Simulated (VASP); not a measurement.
# PtS2 (P-3m1) in VASP: notebook

Runs on PtS2. Level: r2SCAN. Tasks: single point.

All numbers are computed with VASP 6.6.1; they aren't measurements. Logs are shortened: lines on timing, memory, paths and dates and some standing lists are left out, and cuts for length are marked.

## 1. The structure

The structure is trigonal, space group P-3m1 (No. 164). The conventional cell has a = 3.543 Å, b = 3.543 Å, c = 5.039 Å, α = 90.00°, β = 90.00°, γ = 120.00°. Around Pt (site symmetry -3m) lie 6 S at 2.34 Å. Around S (site symmetry 3m) lie 3 Pt at 2.34 Å.

## 2. Single point, r2SCAN

INCAR reads:

```
SYSTEM = PtS2
  PREC = Accurate
  ENCUT = 400
  EDIFF = 1E-7
  ISMEAR = 0
  SIGMA = 0.05
  LREAL = Auto
  LASPH = .TRUE.
  NELM = 100
  ALGO = Normal
  ISIF = 2
  LWAVE = .FALSE.
  LCHARG = .FALSE.
  METAGGA = R2SCAN
  LMIXTAU = .TRUE.
  ADDGRID = .FALSE.
```

KPOINTS reads:

```
regular mesh
0
G
  4 4 2
  0 0 0
```

POSCAR reads:

```
PtS2
1.0
    3.5432000000      0.0000000000      0.0000000000
   -1.7716000000      3.0685012107      0.0000000000
    0.0000000000      0.0000000000      5.0388000000
Pt S
1 2
Direct
    0.0000000000      0.0000000000      0.0000000000
    0.6666666667      0.3333333333      0.7730000000
    0.3333333333      0.6666666667      0.2270000000
```

Potentials or basis: VASP PAW PBE potentials, release 64 (Pt, S).

The run is started by

```sh
$ cat potpaw_PBE.64/Pt/POTCAR potpaw_PBE.64/S/POTCAR > POTCAR
$ mpirun -np 1 vasp_std > vasp.out
```

OUTCAR:

```text
SYSTEM = PtS2
   PREC = Accurate
   ENCUT = 400
   EDIFF = 1E-7
   ISMEAR = 0
   LREAL = Auto
   LASPH = .TRUE.
   NELM = 100
   ISIF = 2
   METAGGA = R2SCAN

 Found      8 irreducible k-points:

 Following reciprocal coordinates:
            Coordinates               Weight
  0.000000  0.000000  0.000000      1.000000
  0.250000  0.000000  0.000000      6.000000
  0.500000  0.000000  0.000000      3.000000
  0.250000  0.250000  0.000000      6.000000
  0.000000  0.000000  0.500000      1.000000
  0.250000  0.000000  0.500000      6.000000
   k-points           NKPTS =      8   k-points in BZ     NKDIM =      8   number of bands    NBANDS=     15
   number of dos      NEDOS =    301   number of ions     NIONS =      3
   total plane-waves  NPLWV =  20736
   dimension x,y,z NGX =    24 NGY =   24 NGZ =   36
   dimension x,y,z NGXF=    48 NGYF=   48 NGZF=   72
   ions per type =               1   2
   NGX,Y,Z   is equivalent  to a cutoff of  11.26, 11.26, 11.88 a.u.
   NGXF,Y,Z  is equivalent  to a cutoff of  22.52, 22.52, 23.76 a.u.
 SYSTEM =  PtS2
   PREC   = accura    normal or accurate (medium, high low for compatibility)
   ISTART =      0    job   : 0-new  1-cont  2-samecut
   ICHARG =      2    charge: 1-file 2-atom 10-const
   ISPIN  =      1    spin polarized calculation?
   LNONCOLLINEAR =      F non collinear calculations
   LSORBIT =      F    spin-orbit coupling
   LASPH  =      T    aspherical Exc in radial PAW
   ENCUT  =  400.0 eV  29.40 Ry    5.42 a.u.   5.78  5.78  8.22*2*pi/ulx,y,z
   NELM   =    100;   NELMIN=  2; NELMDL= -5     # of ELM steps
   EDIFF  = 0.1E-06   stopping-criterion for ELM
   LREAL  =      T    real-space projection
   EDIFFG = 0.1E-05   stopping-criterion for IOM
   NSW    =      0    number of steps for IOM
   IBRION =     -1    ionic relax: 0-MD 1-quasi-New 2-CG
   NFREE  =      0    steps in history (QN), initial steepest desc. (CG)
   ISIF   =      2    stress and relaxation
   ISYM   =      2    0-nonsym 1-usesym 2-fastsym
   POTIM  = 0.5000    time-step for ionic-motion
   TEBEG  =    0.0;   TEEND  =   0.0 temperature during run
   PSTRESS=    0.0 pullay stress
   NELECT =      22.0000    total number of electrons
   NUPDOWN=      -1.0000    fix difference up-down
   EMIN   =  10.00;   EMAX   =-10.00  energy-range for DOS
   EFERMI =   0.00;   METHOD = LEGACY
   ISMEAR =     0;   SIGMA  =   0.05  broadening in eV -4-tet -1-fermi 0-gaus
   EFERMI_NEDOS =   21; number of points for ismear=-14 and -15
   IALGO  =     38    algorithm
   IMIX   =      4    mixing-type and parameters
     AMIX     =   0.40;   BMIX     =  1.00
     AMIX_MAG =   1.60;   BMIX_MAG =  1.00
  volume/ion in A,a.u.               =      18.26       123.23
  Fermi-wavevector in a.u.,A,eV,Ry     =   1.207812  2.282434 19.848315  1.458810
  Thomas-Fermi vector in A             =   2.343439
   LORBIT       =      0    0 simple, 1 ext, 2 COOP (PROOUT), +10 PAW based schemes
   METAGGA = R2SCAN    functional components
   LHFCALC =     F    Hartree Fock is set to
   AEXX    =    0.0000 exact exchange contribution
   IVDW    =     0    specifies the selected vdW correction
   LEPSILON=     F    determine dielectric tensor
   LRPA    =     F    only Hartree local field effects (RPA)
 non-spin polarized calculation
 Gauss-broadening in eV      SIGMA  =   0.05
  energy-cutoff  :      400.00
  volume of cell :       54.78
 maximum number of plane-waves:      1008
 NGX is ok and might be reduce to    24
   NGX = 11   NGY = 11   NGZ = 17

 number of electron      21.9999993 magnetization

 Free energy of the ion-electron system (eV)
  ---------------------------------------------------
  ext. energy  EPLUGINS =         0.00000000
  ---------------------------------------------------
  free energy    TOTEN  =       -68.75634990 eV

  energy without entropy =      -68.75634990  energy(sigma->0) =      -68.75634990

 E-fermi :   6.6201     XC(G=0): -11.2826

 val. band max:        6.4073997992   @ k =   0.0000   0.0000   0.0000
 cond. band min:       7.7221347151   @ k =   0.2500   0.2500   0.0000
 fundamental gap:      1.3147349158
 Fermi energy:         6.6200659920

 k-point     1 :       0.0000    0.0000    0.0000
  band No.  band energies     occupation
      1      -9.7105      2.00000
      2      -6.3459      2.00000
      3      -0.7921      2.00000
      4      -0.7921      2.00000
      5      -0.6692      2.00000
      6       2.3538      2.00000
      7       2.3538      2.00000
      8       4.6307      2.00000
      9       5.3221      2.00000
     10       5.3221      2.00000
     11       6.4074      2.00000
     12       9.1519      0.00000
     13       9.1519      0.00000
     14      11.7409      0.00000
     15      12.8998      0.00000

 k-point     2 :       0.2500    0.0000    0.0000
  band No.  band energies     occupation
      1      -8.8985      2.00000
      2      -6.8043      2.00000
      3      -0.3116      2.00000
      4      -0.2825      2.00000
      5       0.2273      2.00000
      6       1.1268      2.00000
      7       1.9875      2.00000
      8       3.3545      2.00000
      9       4.9207      2.00000
     10       4.9315      2.00000
     11       5.8388      2.00000
     12       8.2174      0.00000
     13       9.0385      0.00000
     14      12.4767      0.00000
     15      14.8051      0.00000
[... 41 lines left out ...]
      3      -0.7705      2.00000
      4      -0.7705      2.00000
      5       0.6253      2.00000
      6       2.3304      2.00000
      7       2.3304      2.00000
      8       3.9776      2.00000
      9       5.1298      2.00000
     10       5.1298      2.00000
     11       5.5890      2.00000
     12       9.6410      0.00000
     13       9.6410      0.00000
     14      12.4479      0.00000
     15      14.4506      0.00000

 k-point     6 :       0.2500    0.0000    0.5000
  band No.  band energies     occupation
      1      -8.6231      2.00000
      2      -7.2229      2.00000
      3      -0.7386      2.00000
      4      -0.2929      2.00000
      5       0.6158      2.00000
      6       1.5102      2.00000
      7       1.9605      2.00000
      8       3.4801      2.00000
      9       5.0996      2.00000
     10       5.1852      2.00000
     11       5.6537      2.00000
     12       7.8316      0.00000
     13       8.7139      0.00000
     14      12.5012      0.00000
     15      14.2485      0.00000

 [... further k-points ...]

------------------------ aborting loop because EDIFF is reached ----------------------------------------

  FORCE on cell =-STRESS in cart. coord.  units (eV):
  Direction    XX          YY          ZZ          XY          YZ          ZX
  --------------------------------------------------------------------------------------
  -------------------------------------------------------------------------------------
  Total        3.1748408      3.1748408      2.9697783      0.0000000     -0.0000000      0.0000000
  in kB       92.8503280     92.8503280     86.8531399      0.0000000     -0.0000000      0.0000000
  external PRESSURE =      90.8512653 kB  Pullay stress =       0.0000000 kB

 VOLUME and BASIS-vectors are now :
 -----------------------------------------------------------------------------
  energy-cutoff  :      400.00
  volume of cell :       54.78
      direct lattice vectors                 reciprocal lattice vectors
     3.543200000  0.000000000  0.000000000     0.282230752  0.162946001  0.000000000
    -1.771600000  3.068501211  0.000000000     0.000000000  0.325892001  0.000000000
     0.000000000  0.000000000  5.038800000     0.000000000  0.000000000  0.198459951

 POSITION                                       TOTAL-FORCE (eV/Angst)
 -----------------------------------------------------------------------------------
      0.00000      0.00000      0.00000         0.000000      0.000000      0.000000
      1.77160      1.02283      3.89499        -0.000000      0.000000     -1.298473
     -0.00000      2.04567      1.14381        -0.000000     -0.000000      1.298473
 -----------------------------------------------------------------------------------
    total drift:                                0.000000     -0.000000     -0.000000

  FREE ENERGIE OF THE ION-ELECTRON SYSTEM (eV)
  ---------------------------------------------------
  free  energy   TOTEN  =       -68.7563499032 eV

  energy  without entropy=      -68.7563499032  energy(sigma->0) =      -68.75634990
```

Run time: 20 s. Hardware: 1 thread of Intel Xeon Platinum 8559C (Emerald Rapids), shared host; peak memory 0.16 GiB.

These settings aren't checked as converged: the numbers below hold their error.

What came out:

```
Free energy            : -68.7563 eV
Pressure               : 9.1 GPa
Largest force          : 1.298 eV/Å
Band gap on the k mesh : 1.31 eV, indirect (least direct gap 1.97 eV)
```

Caveat: the k mesh is coarse (spacing up to 0.62 Å⁻¹), so the values aren't converged; the PAW data sets were made with another functional, which shifts forces and pressure a little; spin-orbit coupling is left out, which moves the levels of the heavy elements.

## 3. Single point, r2SCAN

INCAR, as its differences from that of step 2:

```diff
@@ -3,6 +3,6 @@
   ENCUT = 400
-  EDIFF = 1E-7
+  EDIFF = 0.01
   ISMEAR = 0
   SIGMA = 0.05
-  LREAL = Auto
+  LREAL = .FALSE.
   LASPH = .TRUE.
```

KPOINTS is that of step 2.

POSCAR is that of step 2.

Potentials or basis: VASP PAW PBE potentials, release 64 (Pt, S).

The run is started by

```sh
$ cat potpaw_PBE.64/Pt/POTCAR potpaw_PBE.64/S/POTCAR > POTCAR
$ mpirun -np 1 vasp_std > vasp.out
```

OUTCAR:

```text
SYSTEM = PtS2
   PREC = Accurate
   ENCUT = 400
   EDIFF = 0.01
   ISMEAR = 0
   LREAL = .FALSE.
   LASPH = .TRUE.
   NELM = 100
   ISIF = 2
   METAGGA = R2SCAN

 Found      8 irreducible k-points:

 Following reciprocal coordinates:
            Coordinates               Weight
  0.000000  0.000000  0.000000      1.000000
  0.250000  0.000000  0.000000      6.000000
  0.500000  0.000000  0.000000      3.000000
  0.250000  0.250000  0.000000      6.000000
  0.000000  0.000000  0.500000      1.000000
  0.250000  0.000000  0.500000      6.000000
[... 189 lines left out ...]
  --------------------------------------------------------------------------------------
  -------------------------------------------------------------------------------------
  Total        2.7619068      2.7619068      2.3579856     -0.0000000      0.0000000      0.0000000
  in kB       80.7738008     80.7738008     68.9608558     -0.0000000      0.0000000      0.0000000
  external PRESSURE =      76.8361525 kB  Pullay stress =       0.0000000 kB

 VOLUME and BASIS-vectors are now :
 -----------------------------------------------------------------------------
  energy-cutoff  :      400.00
  volume of cell :       54.78
      direct lattice vectors                 reciprocal lattice vectors
     3.543200000  0.000000000  0.000000000     0.282230752  0.162946001  0.000000000
    -1.771600000  3.068501211  0.000000000     0.000000000  0.325892001  0.000000000
     0.000000000  0.000000000  5.038800000     0.000000000  0.000000000  0.198459951

 POSITION                                       TOTAL-FORCE (eV/Angst)
 -----------------------------------------------------------------------------------
      0.00000      0.00000      0.00000        -0.000000      0.000000     -0.000000
      1.77160      1.02283      3.89499         0.000000      0.000000     -1.284265
     -0.00000      2.04567      1.14381        -0.000000     -0.000000      1.284265
 -----------------------------------------------------------------------------------
    total drift:                                0.000000     -0.000000     -0.000000

  FREE ENERGIE OF THE ION-ELECTRON SYSTEM (eV)
  ---------------------------------------------------
  free  energy   TOTEN  =       -68.7423530095 eV

  energy  without entropy=      -68.7423530095  energy(sigma->0) =      -68.74235301
```

stdout:

```text
POSCAR found type information on POSCAR PtS
 POSCAR found :  2 types and       3 ions
 scaLAPACK will be used
 -----------------------------------------------------------------------------
|                                                                             |
|                                                                             |
|     You enforced a specific xc type in the INCAR file but a different       |
|     I HOPE YOU KNOW WHAT YOU ARE DOING!                                     |
|                                                                             |
 -----------------------------------------------------------------------------

 LDA part: xc-table for (None), standard interpolation
 POSCAR, INCAR and KPOINTS ok, starting setup
 FFT: planning ... GRIDC
 FFT: planning ... GRID_SOFT
 FFT: planning ... GRID
 WAVECAR not read
 entering main loop
```

Wall time 11 s (1 thread of Intel Xeon Platinum 8559C (Emerald Rapids), shared host); peak memory 0.15 GiB.

The run converged, but some of its settings lie outside the range that counts as converged, so its numbers aren't taken as properties of the crystal.

What came out:

```
Free energy            : -68.7424 eV
Pressure               : 7.7 GPa
Largest force          : 1.284 eV/Å
Band gap on the k mesh : 1.33 eV, indirect (least direct gap 1.97 eV)
```

Caveat: the k mesh is coarse (spacing up to 0.62 Å⁻¹), so the values aren't converged; the PAW data sets were made with another functional, which shifts forces and pressure a little; spin-orbit coupling is left out, which moves the levels of the heavy elements.

## 4. Single point, r2SCAN

INCAR, as its differences from that of step 3:

```diff
@@ -3,3 +3,3 @@
   ENCUT = 400
-  EDIFF = 0.01
+  EDIFF = 0.001
   ISMEAR = 0
```

KPOINTS is that of step 3.

POSCAR is that of step 3.

The run is started by

```sh
$ cat potpaw_PBE.64/Pt/POTCAR potpaw_PBE.64/S/POTCAR > POTCAR
$ mpirun -np 1 vasp_std > vasp.out
```

Run time: 14 s. Hardware: 1 thread of Intel Xeon Platinum 8559C (Emerald Rapids), shared host; peak memory 0.15 GiB.

The run converged, but some of its settings lie outside the range that counts as converged, so its numbers aren't taken as properties of the crystal.

What came out:

```
Free energy            : -68.7552 eV
Pressure               : 9.0 GPa
Largest force          : 1.305 eV/Å
Band gap on the k mesh : 1.32 eV, indirect (least direct gap 1.97 eV)
```

Caveat: the k mesh is coarse (spacing up to 0.62 Å⁻¹), so the values aren't converged; the PAW data sets were made with another functional, which shifts forces and pressure a little; spin-orbit coupling is left out, which moves the levels of the heavy elements.

## 5. The reference run

An earlier run on the cell as given: functional PBEsol; potentials or basis VASP PAW PBE potentials, release 64 (Pt, S); cutoff 520 eV; k mesh 9 × 9 × 5; occupations fermi-dirac, width 0.05 eV; no spin polarisation.

* Pressure: 6.1 GPa
* Largest force: 0.930 eV/Å
* Band gap on the k mesh: 0.96 eV, indirect (least direct gap 1.00 eV)
